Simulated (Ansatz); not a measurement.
**Pb, hcp: how the functional moves the structure**

All rows: Ansatz, plane waves with scalar-relativistic PAW, 420 eV (500 eV for the SCAN forms), relaxed under each functional, no dispersion correction, no zero-point motion. B₀ comes from uniform scaling at fixed shape; a dash is a value not given.

| functional | V (Å³/atom) | cell | B₀ (GPa) | magnetic state | ΔE to fcc (meV/atom) |
| --- | --- | --- | --- | --- | --- |
| PBE | 31.88 | a = 3.554 Å, c = 5.828 Å (c/a = 1.640) | 40 | spin not included | 16 |
| r²SCAN | 30.98 | a = 3.517 Å, c = 5.783 Å (c/a = 1.644) | 44 | spin not included | 16 |
| PBEsol | 29.83 | a = 3.476 Å, c = 5.701 Å (c/a = 1.640) | 48 | spin not included | 12 |
| LDA | 28.86 | a = 3.437 Å, c = 5.643 Å (c/a = 1.642) | 51 | spin not included | 11 |
| RPBE | 33.19 | a = 3.603 Å, c = 5.906 Å (c/a = 1.639) | 35 | spin not included | 18 |
| BLYP | 34.78 | a = 3.652 Å, c = 6.022 Å (c/a = 1.649) | 31 | spin not included | 22 |

**Question.** What does revPBE give?

**Answer.** V (Å³/atom): 32.81; cell: a = 3.589 Å, c = 5.884 Å (c/a = 1.639); B₀ (GPa): 37; magnetic state: spin not included; ΔE to fcc (meV/atom): 17.
